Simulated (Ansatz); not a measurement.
Input and command of a plane-wave DFT calculation in Ansatz:

```yaml
crystal:
  lattice:
    - [-1.61461125, 1.61461125, 2.91565]
    - [1.61461125, -1.61461125, 2.91565]
    - [1.61461125, 1.61461125, -2.91565]
  atoms:
    - { symbol: Sn, position: [0.0, 0.0, 0.0] }
basis:
  ecutwfc: 420
kpoints:
  mp_grid: { grid: [20, 20, 20] }
hamiltonian:
  xc: pbe
scf:
  occupations: { method: gaussian, width: 0.15 }
output:
  forces: true
  stress: true
  eigenvalues: true
```

```bash
ansatz run input.yaml --threads 1 --pin off --max-ram 2560MiB --backend cpu --events-out ev --progress --plain --runs-dir out
```

Processor: Intel(R) Xeon(R) Platinum 8259CL CPU @ 2.50GHz (Skylake/Cascade Lake), 1 thread, on a host shared with other jobs.

Problem. Estimate time, memory and problem size.

Solution. About 17 s on 1 thread of Intel(R) Xeon(R) Platinum 8259CL CPU @ 2.50GHz (Skylake/Cascade Lake), on a shared host, peak memory 0.54 GiB. It solves 11 bands at 641 k points (the mesh reduced by the symmetry that the task leaves, which can be less than the crystal's) with about 589 plane waves, in 6 SCF iterations.
